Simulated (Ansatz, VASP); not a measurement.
## One calculation of MgZnO4, two programs

```
Mg Zn O
1.0
     0.00000    3.21282    3.21282
     3.21282    0.00000    3.21282
     3.21282    3.21282    0.00000
Mg Zn O
1 1 4
Direct
  0.25000 0.25000 0.25000
  0.00000 0.00000 0.00000
  0.62501 0.62501 0.62501
  0.62501 0.12498 0.62501
  0.12498 0.62501 0.62501
  0.62501 0.62501 0.12498
```

Change from the starting cell: species swapped into the YbNi4Au type (F-43m, No. 216).

Alike in both runs: task relaxation of cell and atoms; functional PBE; k mesh 6 × 6 × 6; occupations gaussian, width 0.1 eV; no spin polarisation.

|  | VASP | Ansatz |
| --- | --- | --- |
| version | VASP 6.6.1 | Ansatz 0.2.0 |
| potentials or method | VASP PAW PBE potentials, release 64 (Mg, Zn, O) | scalar-relativistic, plane waves, PAW |
| plane-wave cutoff (eV) | 600 | 420 |
| valence electrons in the cell | 38 | 46 |

Ansatz gave:

- gap on the k mesh at the Fermi level, each at its own relaxed structure (eV): none
- relaxed volume (Å³/atom): 10.12
- relaxed cell length with the largest relative difference (Å): 4.411
- energy change over the relaxation (meV/atom): -27

Problem. Estimate VASP's values.

Solution. gap on the k mesh at the Fermi level, each at its own relaxed structure (eV): none; relaxed volume (Å³/atom): 10.09; relaxed cell length with the largest relative difference (Å): 4.408; energy change over the relaxation (meV/atom): -30.

A gap of «none» marks a metal or a gap that the smearing closes. The two sets of potentials don't hold the same shells in valence.
